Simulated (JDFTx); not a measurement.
GaP under changes of volume

One of the cells (20.645 Å³/atom); the others are scaled copies at fixed shape and fractional positions:

```
Ga P
1.0
     0.00000    2.74330    2.74330
     2.74330    0.00000    2.74330
     2.74330    2.74330    0.00000
Ga P
1 1
Direct
  0.00000 0.00000 0.00000
  0.75000 0.75000 0.75000
```

```yaml
Program: JDFTx 1.7.0 (patched build)
Functional: r2SCAN
Potentials_or_basis: SG15-PBE-1.2
Cutoff: 1088 eV
Density_cutoff: 8708 eV
k_mesh: 6 × 6 × 6
Occupations: fermi-dirac, width 0.05 eV
Spin: no spin polarisation
```

```tsv
volume (Å³/atom)	energy over the lowest point (meV/atom)	pressure (GPa)	gap on the mesh (eV)
19.026	?	?	?
19.431	3.28	2.1	1.84
20.240	0.00	-1.6	1.84
20.645	4.88	-3.1	1.78
21.050	13.43	-4.5	1.66
21.455	25.29	-5.8	1.50
```

Question: What does the run at 19.026 Å³/atom give?

Answer: Energy over the lowest point 12.41 meV/atom; pressure 4.2 GPa; gap on the mesh 1.80 eV.

Worked out: A Birch-Murnaghan fit of order 3 (a polynomial in V^(-2/3)) to the other rows has its minimum at 19.97 Å³/atom with B0 = V·E''(V) = 88 GPa and B' = 4.9. It gives 12.54 meV/atom at 19.026 Å³/atom, against the run's 12.41, and -dE/dV = 4.8 GPa, against 4.2. A parabola through the other rows of the gap, of slope 5.22 eV per unit of ln V there, extrapolates to 1.76 eV, against the run's 1.80.

Energies are extrapolated to zero smearing.

Caveats: the potentials were made for another functional, which shifts forces and pressure.

A mesh can miss the band edges. Spin-orbit coupling on Ga is left out.
